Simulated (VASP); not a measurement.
**GeSe: relaxation of cell and atoms with PBE+D3(BJ)**

Crystal: GeSe.

```xyz
8
Lattice="10.9597 0.0000 0.0000 0.0000 3.8818 0.0000 0.0000 0.0000 4.4232" Properties=species:S:1:pos:R:3 pbc="T T T"
Ge    1.3473    2.9114    3.9370
Ge    6.8272    2.9114    2.6977
Ge    4.1326    0.9705    1.7255
Ge    9.6124    0.9705    0.4861
Se    9.3651    2.9114    2.2056
Se    3.8853    2.9114    0.0060
Se    7.0745    0.9705    4.4172
Se    1.5946    0.9705    2.2176
```

- Program: VASP 6.6.1
- Task: relaxation of cell and atoms
- Functional: PBE
- Dispersion: D3(BJ)
- Potentials or basis: VASP PAW PBE potentials, release 64 (Ge_d, Se)
- Cutoff: 600 eV
- k mesh: 4 × 8 × 6
- Occupations: gaussian, width 0.03 eV
- Spin: no spin polarisation
- Further INCAR settings: ALGO = Normal; EDIFF = 1e-07; IBRION = 2; EDIFFG = -0.005; NSW = 90; ISIF = 3

```yaml
Energy_gained_by_relaxing: 0.1 meV/atom
Ionic_steps: 21
Pressure_after_relaxing: 0.0 GPa
Largest_force_after_relaxing: 0.004 eV/Å
Band_gap_on_the_k_mesh: 0.71 eV, indirect (least direct gap 0.92 eV)
Dispersion_energy_per_atom: -0.358 eV
```

Forces on the atoms (eV/Å):
```
Ge  -0.004  0.000 -0.001
Ge  -0.004  0.000  0.001
Ge   0.004  0.000 -0.001
Ge   0.004  0.000  0.001
Se  -0.001  0.000  0.001
Se  -0.001  0.000 -0.001
Se   0.001  0.000  0.001
Se   0.001  0.000 -0.001
```

The path:
| step | energy change (eV) | largest force (eV/Å) | pressure (GPa) | volume (Å³) |
| --- | --- | --- | --- | --- |
| 1 | 0.0000 | 0.0099 | 0.00 | 188.18 |
| 2 | 0.0000 | 0.0092 | 0.01 | 188.17 |
| 3 | -0.0001 | 0.0098 | 0.02 | 188.16 |
| 4 | -0.0001 | 0.0119 | 0.04 | 188.12 |
| 5 | -0.0002 | 0.0111 | 0.03 | 188.14 |
| 6 | -0.0002 | 0.0102 | 0.02 | 188.15 |
| 7 | -0.0002 | 0.0076 | 0.00 | 188.20 |
| 8 | -0.0003 | 0.0051 | -0.04 | 188.29 |
| 9 | -0.0003 | 0.0058 | -0.06 | 188.33 |
| 10 | -0.0003 | 0.0082 | -0.03 | 188.27 |
| 11 | -0.0003 | 0.0117 | 0.01 | 188.18 |
| 12 | -0.0004 | 0.0107 | 0.02 | 188.18 |
| 13 | -0.0004 | 0.0081 | 0.01 | 188.17 |
| 14 | -0.0004 | 0.0062 | 0.01 | 188.16 |
| 15 | -0.0004 | 0.0062 | -0.02 | 188.22 |
| 16 | -0.0004 | 0.0063 | -0.03 | 188.24 |
| 17 | -0.0005 | 0.0058 | 0.01 | 188.19 |
| 18 | -0.0005 | 0.0057 | 0.03 | 188.18 |
| 19 | -0.0005 | 0.0059 | 0.01 | 188.18 |
| 20 | -0.0005 | 0.0057 | 0.01 | 188.18 |
| 21 | -0.0005 | 0.0039 | 0.00 | 188.19 |

Final structure:
```
CELL_PARAMETERS angstrom
10.96559 0.00000 0.00000
0.00000 3.88277 0.00000
0.00000 0.00000 4.42005
ATOMIC_POSITIONS crystal
Ge 0.12339 0.75000 0.88752
Ge 0.62339 0.75000 0.61248
Ge 0.37661 0.25000 0.38752
Ge 0.87661 0.25000 0.11248
Se 0.85489 0.75000 0.50186
Se 0.35489 0.75000 0.99814
Se 0.64511 0.25000 0.00186
Se 0.14511 0.25000 0.49814
```

Levels at points of the mesh, in eV from the valence-band top:
| k point | band 38 | band 39 | band 40 | band 41 | band 42 | band 43 |
| --- | --- | --- | --- | --- | --- | --- |
| (0.00, 0.00, 0.00) | -1.09 | -0.84 | -0.21 | 0.71 | 2.65 | 2.68 |
| (0.50, 0.00, 0.00) | -1.69 | -0.46 | -0.46 | 2.37 | 2.37 | 2.41 |
| (0.00, 0.50, 0.00) | -1.38 | -1.17 | -1.17 | 1.10 | 1.10 | 1.20 |
| (0.50, 0.50, 0.00) | -1.50 | -1.50 | -1.50 | 1.48 | 1.48 | 1.48 |
| (0.00, 0.00, 0.50) | -0.96 | -0.39 | -0.39 | 1.22 | 1.22 | 1.92 |
| (0.50, 0.00, 0.50) | -0.58 | -0.53 | -0.53 | 1.26 | 1.26 | 1.91 |
| (0.00, 0.50, 0.50) | -2.18 | -1.50 | -1.50 | 2.84 | 2.84 | 3.25 |
| (0.50, 0.50, 0.50) | -1.48 | -1.48 | -1.48 | 2.57 | 2.57 | 2.57 |

It took 26 min on 2 MPI ranks on Intel(R) Xeon(R) 6975P-C (Granite Rapids) (shared host), peak memory 0.67 GiB a rank.

A k mesh can miss the band edges.
